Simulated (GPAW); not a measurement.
Runs of GPAW 26.7.0 on Cs2AgBiBr6. It takes space group Fm-3m (No. 225, cubic). Conventional cell: a = 11.232 Å, b = 11.232 Å, c = 11.232 Å, α = 90.00°, β = 90.00°, γ = 90.00°. Around Bi (site symmetry m-3m) lie 6 Br at 2.81 Å. Cs (site symmetry -43m) has 12 Br at 3.97 Å as nearest neighbours. Ag (site symmetry m-3m) has 6 Br at 2.80 Å as nearest neighbours. Br (site symmetry 4mm) has 1 Ag at 2.80 Å and 1 Bi at 2.81 Å as nearest neighbours. 

| level | U | gap on the mesh (eV) |
| --- | --- | --- |
| PBE+U | Ag d U = 4.0 eV | (a) |
| PBE+U | Ag d U = 2.0 eV | 1.42 |
| PBE | - | 1.23 |
| PBE+U | Ag d U = 8.0 eV | (b) |
| PBE+U | Ag d U = 6.0 eV | 1.73 |

Alike in all rows: task dielectric tensor; potentials or basis GPAW PAW data sets (gpaw-data 1.2.1), pw; no spin polarisation; cell as given; k mesh 4 × 4 × 4; cutoff (eV) 400; smearing fermi-dirac 0.001 eV.

Task: Fill in the values left out.

Result: (a) 1.58; (b) 1.85.

Caveats: the long-wavelength limit can be off by several per cent where d states take part; spin-orbit coupling is left out, which as a rule narrows the gap of such compounds by several tenths of an eV; an odd mesh through Γ misses points on the zone boundary, where band edges often lie; response on these states lacks terms of the Hamiltonian (some runs).

A k mesh can miss the band edges, and the runs leave out spin-orbit coupling on Ag, Bi, Br, Cs.
